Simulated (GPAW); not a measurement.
# InPd (Pm-3m) in GPAW: notebook

The runs below take InPd through optical spectrum, with PBE.

Everything below comes from runs of GPAW 26.7.0. Logs are shortened: lines on timing, memory, paths and dates and some standing lists are left out, and cuts for length are marked. The log counts tension as positive stress, the text compression.

**1. Starting point**

The structure is cubic, space group Pm-3m (No. 221). Conventional cell: a = 3.336 Å, b = 3.336 Å, c = 3.336 Å, α = 90.00°, β = 90.00°, γ = 90.00°. In (site symmetry m-3m) has 8 Pd at 2.89 Å as nearest neighbours. Pd (site symmetry m-3m) is surrounded by 8 In at 2.89 Å.

The cell comes from a database or a generator and needn't be the stable form of this composition.

**2. Optical spectrum, PBE**

File run.py:

```python
from ase import Atoms
from ase.dft.bandgap import bandgap
from ase.io import write
from gpaw import GPAW, PW
from gpaw.response.df import DielectricFunction

atoms = Atoms(['In', 'Pd'],
              cell=[[3.3360556752, 0.0, 0.0],
                    [0.0, 3.3360556752, 0.0],
                    [0.0, 0.0, 3.3360556752]],
              scaled_positions=[[0.0, 0.0, 0.0],
                                [0.5, 0.5, 0.5]],
              pbc=True)

calc = GPAW(mode=PW(450),
            xc='PBE',
            kpts={'size': (7, 7, 7), 'gamma': True},
            occupations={'name': 'fermi-dirac', 'width': 0.05},
            nbands=26,
            convergence={'density': 1e-06},
            maxiter=150,
            txt='gpaw.txt')
atoms.calc = calc
energy = atoms.get_potential_energy()
calc.write('gs.gpw')
write('result.traj', atoms)
print(f'Energy: {energy:.6f} eV')
print('Fermi level:', round(calc.get_fermi_level(), 4), 'eV')
print(f'Gap: {bandgap(calc)[0]:.4f} eV, direct: {bandgap(calc, direct=True)[0]:.4f} eV')

dense = calc.fixed_density(kpts={'size': (20, 20, 20), 'gamma': True},
                           nbands=41, convergence={'bands': 35, 'eigenstates': 1e-7},
                           update_fermi_level=True, txt='dense.txt')
dense.write('dense.gpw', mode='all')

df = DielectricFunction('dense.gpw', frequencies={'type': 'nonlinear', 'domega0': 0.05, 'omega2': 10},
                        eta=0.1, ecut=50, nbands=35, rate='eta', txt='df.txt')
for direction in ['x']:
    df.get_dielectric_function(xc='RPA', direction=direction, filename=f'df_{direction}.csv')
```

Potentials or basis: GPAW PAW data sets (gpaw-data 1.2.1), pw.

Launch:

```sh
$ OMP_NUM_THREADS=1 python run.py
```

gpaw.txt:

```text
__  _  _
 | _ |_)|_||  |
 |__||  | ||/\| - 26.7.0

Input parameters:
  mode=PW(ecut=450.00000000000006),
  convergence={'density': 1e-06},
  kpts=MonkhorstPack(size=(7, 7, 7), gamma=True),
  maxiter=150,
  nbands=26,
  occupations=Occupations(name='fermi-dirac', width=0.05),
  xc=XC(name='PBE')

Diagonalizing LCAO Hamiltonian
Converting LCAO to pw mode
   .-------.
  /|       |
 * |       |
 | |  Pd   |
 | .-------.
 |/       /
 In------*

Atoms  # Å, Bohr magnetons
|   | symbol |        x |        y |        z |    initial magnetic moments |
|---|--------|----------|----------|----------|-----------------------------|
| 0 |     In | 0.000000 | 0.000000 | 0.000000 | ( 0.0000,  0.0000,  0.0000) |
| 1 |     Pd | 1.668028 | 1.668028 | 1.668028 | ( 0.0000,  0.0000,  0.0000) |

Unit cell  # Å
| periodic |        x |        y |        z |  lengths |    angles |
|----------|----------|----------|----------|----------|-----------|
|      yes | 3.336056 | 0.000000 | 0.000000 | 3.336056 | 90.000000 |
|      yes | 0.000000 | 3.336056 | 0.000000 | 3.336056 | 90.000000 |
|      yes | 0.000000 | 0.000000 | 3.336056 | 3.336056 | 90.000000 |

Number of symmetries: 48
Symmetry operations  # r_c * U_cc + t_c -> r_c
|    | kind |            matrix            |
|----|------|------------------------------|
|  0 |  E   |  1, 0, 0,  0, 1, 0,  0, 0, 1 |
|  1 |  σ   |  1, 0, 0,  0, 1, 0,  0, 0,-1 |
|  2 |  σ   |  1, 0, 0,  0, 0, 1,  0, 1, 0 |
|  3 |  C4  |  1, 0, 0,  0, 0, 1,  0,-1, 0 |
|  4 |  C4  |  1, 0, 0,  0, 0,-1,  0, 1, 0 |
|  5 |  σ   |  1, 0, 0,  0, 0,-1,  0,-1, 0 |
|  6 |  σ   |  1, 0, 0,  0,-1, 0,  0, 0, 1 |
|  7 |  C2  |  1, 0, 0,  0,-1, 0,  0, 0,-1 |
|  8 |  σ   |  0, 1, 0,  1, 0, 0,  0, 0, 1 |
|  9 |  C2  |  0, 1, 0,  1, 0, 0,  0, 0,-1 |
| 10 |  C3  |  0, 1, 0,  0, 0, 1,  1, 0, 0 |
| 11 |  S6  |  0, 1, 0,  0, 0, 1, -1, 0, 0 |
| 12 |  S6  |  0, 1, 0,  0, 0,-1,  1, 0, 0 |
| 13 |  C3  |  0, 1, 0,  0, 0,-1, -1, 0, 0 |
| 14 |  C4  |  0, 1, 0, -1, 0, 0,  0, 0, 1 |
| 15 |  S4  |  0, 1, 0, -1, 0, 0,  0, 0,-1 |
| 16 |  C3  |  0, 0, 1,  1, 0, 0,  0, 1, 0 |
| 17 |  S6  |  0, 0, 1,  1, 0, 0,  0,-1, 0 |
| 18 |  σ   |  0, 0, 1,  0, 1, 0,  1, 0, 0 |
| 19 |  C4  |  0, 0, 1,  0, 1, 0, -1, 0, 0 |
| 20 |  C2  |  0, 0, 1,  0,-1, 0,  1, 0, 0 |
| 21 |  S4  |  0, 0, 1,  0,-1, 0, -1, 0, 0 |
| 22 |  S6  |  0, 0, 1, -1, 0, 0,  0, 1, 0 |
| 23 |  C3  |  0, 0, 1, -1, 0, 0,  0,-1, 0 |
| 24 |  S6  |  0, 0,-1,  1, 0, 0,  0, 1, 0 |
| 25 |  C3  |  0, 0,-1,  1, 0, 0,  0,-1, 0 |
| 26 |  C4  |  0, 0,-1,  0, 1, 0,  1, 0, 0 |
| 27 |  σ   |  0, 0,-1,  0, 1, 0, -1, 0, 0 |
| 28 |  S4  |  0, 0,-1,  0,-1, 0,  1, 0, 0 |
| 29 |  C2  |  0, 0,-1,  0,-1, 0, -1, 0, 0 |
| 30 |  C3  |  0, 0,-1, -1, 0, 0,  0, 1, 0 |
| 31 |  S6  |  0, 0,-1, -1, 0, 0,  0,-1, 0 |
| 32 |  C4  |  0,-1, 0,  1, 0, 0,  0, 0, 1 |
| 33 |  S4  |  0,-1, 0,  1, 0, 0,  0, 0,-1 |
| 34 |  S6  |  0,-1, 0,  0, 0, 1,  1, 0, 0 |
| 35 |  C3  |  0,-1, 0,  0, 0, 1, -1, 0, 0 |
| 36 |  C3  |  0,-1, 0,  0, 0,-1,  1, 0, 0 |
| 37 |  S6  |  0,-1, 0,  0, 0,-1, -1, 0, 0 |
| 38 |  σ   |  0,-1, 0, -1, 0, 0,  0, 0, 1 |
| 39 |  C2  |  0,-1, 0, -1, 0, 0,  0, 0,-1 |
| 40 |  σ   | -1, 0, 0,  0, 1, 0,  0, 0, 1 |
| 41 |  C2  | -1, 0, 0,  0, 1, 0,  0, 0,-1 |
| 42 |  C2  | -1, 0, 0,  0, 0, 1,  0, 1, 0 |
| 43 |  S4  | -1, 0, 0,  0, 0, 1,  0,-1, 0 |
| 44 |  S4  | -1, 0, 0,  0, 0,-1,  0, 1, 0 |
| 45 |  C2  | -1, 0, 0,  0, 0,-1,  0,-1, 0 |
| 46 |  C2  | -1, 0, 0,  0,-1, 0,  0, 0, 1 |
| 47 |  i   | -1, 0, 0,  0,-1, 0,  0, 0,-1 |

BZ-sampling:
  Number of BZ points: 343
  Number of IBZ points: 20

  Monkhorst-Pack size: [7, 7, 7]
  Monkhorst-Pack shift: [0, 0, 0]

K-points  # in reciprocal-cell coordinates
|     |                                coordinates |     weight |
|-----|--------------------------------------------|------------|
|   0 | (  0.00000000,   0.00000000,   0.00000000) | 0.00291545 |
|   1 | (  0.14285714,   0.00000000,   0.00000000) | 0.01749271 |
|   2 | (  0.14285714,   0.14285714,   0.00000000) | 0.03498542 |
|   3 | (  0.14285714,   0.14285714,   0.14285714) | 0.02332362 |
|   4 | (  0.28571429,   0.00000000,   0.00000000) | 0.01749271 |
|   5 | (  0.28571429,   0.14285714,   0.00000000) | 0.06997085 |
|   6 | (  0.28571429,   0.14285714,   0.14285714) | 0.06997085 |
|   7 | (  0.28571429,   0.28571429,   0.00000000) | 0.03498542 |
|   8 | (  0.28571429,   0.28571429,   0.14285714) | 0.06997085 |
|   9 | (  0.28571429,   0.28571429,   0.28571429) | 0.02332362 |
| ... |                                            |            |
|  19 | (  0.42857143,   0.42857143,   0.42857143) | 0.02332362 |

Plane wave coefficients: 812
Cutoff: 450.00000000000006 eV

Spin-components: 1 (collinear spins)
Bands:           26
Projectors:      12
Spin-degeneracy: 2
Datatype:        complex128

Parallelization:
  kpt:    1
  domain: 1
  band:   1

Density:
  Valence electrons: 29.0
  Components: 1
  Grid points: [18 18 18]
  Charge: 0.0  # |e|

Potential:
  Grid points: [18 18 18]

species:
  In:
    name:    Indium
    Z:       49.0
    valence: 13
    core:    36
    charge:  0.0  # [|e|]
    compensation charges:
      type: gauss
      rc: 0.36  # [Å]
      lmax: 2
    cutoffs:
      filter: 2.09  # [Å]
      core: 2.48  # [Å]
    projectors
    | kind |    occ | energy [eV] | rcut [Å] |
    |------|--------|-------------|----------|
    |   5s |  2.000 |      -8.203 |    1.185 |
    |   5p |  1.000 |      -2.521 |    1.244 |
    |   4d | 10.000 |     -18.629 |    1.148 |
    |    s |        |      19.008 |    1.185 |
    |    p |        |      24.691 |    1.244 |
    |    d |        |       8.583 |    1.148 |

    Using partial waves for In as LCAO basis

  Pd:
    name:    Palladium
    Z:       46.0
    valence: 16
    core:    30
    charge:  0.0  # [|e|]
    compensation charges:
      type: gauss
      rc: 0.38  # [Å]
      lmax: 2
    cutoffs:
      filter: 2.38  # [Å]
      core: 2.28  # [Å]
    projectors
    | kind |    occ | energy [eV] | rcut [Å] |
    |------|--------|-------------|----------|
    |   5s |  0.000 |      -3.315 |    1.228 |
    |   4p |  6.000 |     -51.209 |    1.360 |
    |   5p |  0.000 |      -0.314 |    1.360 |
    |   4d | 10.000 |      -4.047 |    1.228 |
    |    s |        |      23.896 |    1.228 |
    |    d |        |      23.165 |    1.228 |

    Using partial waves for Pd as LCAO basis

Reference energy: -297202.910378  # eV

eigensolver:
  PPCG
  Converge bands: occupied
  niter=2

density mixing:
  MSR1-Mixer
  Pratt-step length: 0.05
  Maximum mixing coefficient: 0.75
  Old densities: 10
  SVD Regularization: 0.005
  Good broyden scale: 1.0
  Trust region scale: 1.0
  Backstep threshold: 4.0
  History deletion threshold: 6.0
  Fourier metric: weight=20.0, sigma=0.015

occupation numbers:
  Fermi-Dirac:
    width: 0.0500  # eV

poisson solver:
  ecut: 3600.0000000000005  # eV

xc functional:
  name: PBE with 2 nearest neighbor stencil

convergence criteria:
- Maximum integral of absolute [dens]ity change: 1e-06 electrons / valence electron
- Maximum [total energy] change in last 3 cyles: 0.0005 eV / valence electron
- Maximum integral of absolute [eigenst]ate change: 4e-08 eV^2 / valence electron
maximum number of iterations: 150

SCF iterations
|iter     | |      energy | eigst |  dens |
|---------|-|-------------|-------|-------|
|iter:   1| |   -9.230635 | +0.05 |       |
|iter:   2| |   -8.593041 | -2.03 | -1.04 |
|iter:   3| |   -7.630184 | -1.34 | -1.13 |
|iter:   4| |   -7.602483 | -2.87 | -1.67 |
|iter:   5| |   -7.590196 | -3.01 | -1.87 |
|iter:   6| |   -7.589800c| -4.41 | -2.60 |
|iter:   7| |   -7.589806c| -6.38 | -3.69 |
|iter:   8| |   -7.589807c| -6.83 | -4.08 |
|iter:   9| |   -7.589807c| -7.62c| -4.79 |
|iter:  10| |   -7.589807c| -8.14c| -5.24 |
|iter:  11| |   -7.589807c| -8.75c| -6.24c|

Converged in 11 steps
Energy contributions relative to reference atoms: (reference = -297202.910378)

Energy contributions:
  Kinetic:           9.217310
  Coulomb:         -12.113364
  Zero:              0.039281
  External:          0.000000
  Xc:               -4.730708
  Entropy:          -0.004651
  Spinorbit:         0.000000
  ----------------------------
  Free energy:      -7.592133
  Extrapolated:     -7.589807

dipole moment: (-11.187526, -11.187526, -11.187526)  # |e|*Ang

Fermi level: 9.238
Eigenvalues  # (at kpt = [0.000, 0.000, 0.000])
| band index |      eig [eV] | occ [0-2] |
|------------|---------------|-----------|
|          0 |       -41.052 |     2.000 |
|        ... |               |           |
|          6 |        -5.246 |     2.000 |
|          7 |        -5.246 |     2.000 |
|          8 |        -0.478 |     2.000 |
|          9 |         5.556 |     2.000 |
|         10 |         5.556 |     2.000 |
|         11 |         6.963 |     2.000 |
[... 8 lines left out ...]
|         20 |        25.174 |     0.000 |
|         21 |        25.174 |     0.000 |
|        ... |               |           |
|         25 |        29.447 |     0.000 |

No gap
No difference between direct/indirect transitions
# Writing to gs.gpw (mode='')
```

It took 6.4 min on 1 thread of Arm Neoverse V2, shared host; peak memory 0.52 GiB.

Results:

```
Free energy            : -7.5921 eV
Band gap on the k mesh : none (metal or under the smearing width)
```

Dielectric function (mean over the directions given):
```tsv
energy (eV)	real part	imaginary part
0.67	-108.55	40.36
1.54	-11.06	10.10
2.54	-4.13	9.34
3.56	0.07	7.20
4.44	-0.80	8.91
5.38	-2.41	7.92
6.39	-3.47	4.76
7.38	-2.58	2.91
8.25	-1.90	2.20
9.27	-1.28	1.61
10.26	-0.88	1.14
11.31	-0.36	1.00
12.19	-0.05	0.93
13.24	0.07	1.15
14.22	-0.12	0.88
15.26	0.02	0.79
16.21	0.12	0.62
17.36	0.23	0.48
18.58	0.40	0.54
19.87	0.42	0.57
```

Caveat: the intraband term hangs on this k mesh; the long-wavelength limit can be off by several per cent where d states take part; independent-particle spectra lack excitons.

**3. Optical spectrum, PBE**

This run uses another cell than the first one, of 17.86 Å³/atom, 0.962 times its volume.

Edit run.py of step 2 so:

```diff
@@ -7,5 +7,5 @@
 atoms = Atoms(['In', 'Pd'],
-              cell=[[3.3360556752, 0.0, 0.0],
-                    [0.0, 3.3360556752, 0.0],
-                    [0.0, 0.0, 3.3360556752]],
+              cell=[[3.2935535226, 0.0, 0.0],
+                    [0.0, 3.2935535226, 0.0],
+                    [0.0, 0.0, 3.2935535226]],
               scaled_positions=[[0.0, 0.0, 0.0],
```

Potentials or basis: GPAW PAW data sets (gpaw-data 1.2.1), pw.

Launch:

```sh
$ OMP_NUM_THREADS=1 python run.py
```

gpaw.txt:

```text
__  _  _
 | _ |_)|_||  |
 |__||  | ||/\| - 26.7.0

Input parameters:
  mode=PW(ecut=450.00000000000006),
  convergence={'density': 1e-06},
  kpts=MonkhorstPack(size=(7, 7, 7), gamma=True),
  maxiter=150,
  nbands=26,
  occupations=Occupations(name='fermi-dirac', width=0.05),
  xc=XC(name='PBE')

Diagonalizing LCAO Hamiltonian
Converting LCAO to pw mode
   .-------.
  /|       |
 * |       |
 | |  Pd   |
 | .-------.
 |/       /
 In------*

Atoms  # Å, Bohr magnetons
|   | symbol |        x |        y |        z |    initial magnetic moments |
|---|--------|----------|----------|----------|-----------------------------|
| 0 |     In | 0.000000 | 0.000000 | 0.000000 | ( 0.0000,  0.0000,  0.0000) |
| 1 |     Pd | 1.646777 | 1.646777 | 1.646777 | ( 0.0000,  0.0000,  0.0000) |

Unit cell  # Å
| periodic |        x |        y |        z |  lengths |    angles |
[... 193 lines left out ...]
|iter:   1| |   -9.238893 | +0.09 |       |
|iter:   2| |   -8.618258 | -2.04 | -1.04 |
|iter:   3| |   -7.637582 | -1.35 | -1.13 |
|iter:   4| |   -7.609779 | -2.90 | -1.68 |
|iter:   5| |   -7.597342 | -3.04 | -1.87 |
|iter:   6| |   -7.596929c| -4.37 | -2.59 |
|iter:   7| |   -7.596933c| -6.49 | -3.73 |
|iter:   8| |   -7.596933c| -6.89 | -4.09 |
|iter:   9| |   -7.596933c| -7.76c| -4.81 |
|iter:  10| |   -7.596933c| -8.37c| -5.28 |
|iter:  11| |   -7.596933c| -8.95c| -6.24c|

Converged in 11 steps
Energy contributions relative to reference atoms: (reference = -297202.910378)

Energy contributions:
  Kinetic:          12.599308
  Coulomb:         -14.811837
  Zero:              0.044517
  External:          0.000000
  Xc:               -5.425638
  Entropy:          -0.006568
  Spinorbit:         0.000000
  ----------------------------
  Free energy:      -7.600217
  Extrapolated:     -7.596933

dipole moment: (-11.045418, -11.045418, -11.045418)  # |e|*Ang

Fermi level: 9.841
Eigenvalues  # (at kpt = [0.000, 0.000, 0.000])
| band index |      eig [eV] | occ [0-2] |
|------------|---------------|-----------|
|          0 |       -40.604 |     2.000 |
|        ... |               |           |
|          6 |        -4.749 |     2.000 |
|          7 |        -4.749 |     2.000 |
|          8 |        -0.233 |     2.000 |
|          9 |         5.932 |     2.000 |
|         10 |         5.932 |     2.000 |
|         11 |         7.434 |     2.000 |
[... 8 lines left out ...]
|         20 |        25.841 |     0.000 |
|         21 |        25.841 |     0.000 |
|        ... |               |           |
|         25 |        30.706 |     0.000 |

No gap
No difference between direct/indirect transitions
# Writing to gs.gpw (mode='')
```

stdout:

```text
Energy: -7.596933 eV
Fermi level: 9.8407 eV
Gap: 0.0000 eV, direct: 0.0000 eV
```

Wall time 6.2 min (1 thread of Arm Neoverse V2, shared host); peak memory 0.51 GiB.

Results:

| Property | Result |
| --- | --- |
| Free energy | -7.6002 eV |
| Band gap on the k mesh | none (metal or under the smearing width) |

Dielectric function (mean over the directions given):
```csv
energy (eV),real part,imaginary part
0.67,-109.12,38.69
1.04,-36.99,15.56
1.54,-11.83,7.36
2.00,-2.40,11.02
2.54,-1.71,9.21
2.91,-1.31,9.43
3.43,-0.50,6.55
3.89,1.50,7.29
4.44,0.31,7.98
4.79,-0.05,8.66
5.31,-0.93,7.76
5.76,-2.39,7.68
6.31,-2.84,6.15
6.79,-3.08,4.35
7.12,-2.74,4.03
7.63,-2.41,2.92
8.16,-1.82,2.52
8.71,-1.76,2.08
9.08,-1.42,1.79
9.56,-1.21,1.67
10.06,-1.07,1.53
10.57,-0.81,1.22
10.88,-0.57,1.11
11.41,-0.46,1.09
11.96,-0.34,1.04
12.42,-0.10,0.96
12.88,0.07,1.00
13.36,0.09,1.13
13.85,0.00,1.23
14.35,-0.15,1.08
14.86,-0.08,0.94
15.26,-0.03,0.79
15.80,0.02,0.80
16.36,0.10,0.71
16.93,0.18,0.66
17.36,0.18,0.63
17.96,0.30,0.49
18.58,0.34,0.58
19.22,0.42,0.56
19.87,0.41,0.60
```

Caveat: the intraband term hangs on this k mesh; the long-wavelength limit can be off by several per cent where d states take part; independent-particle spectra lack excitons.

(Continued in part 2 of 2.)
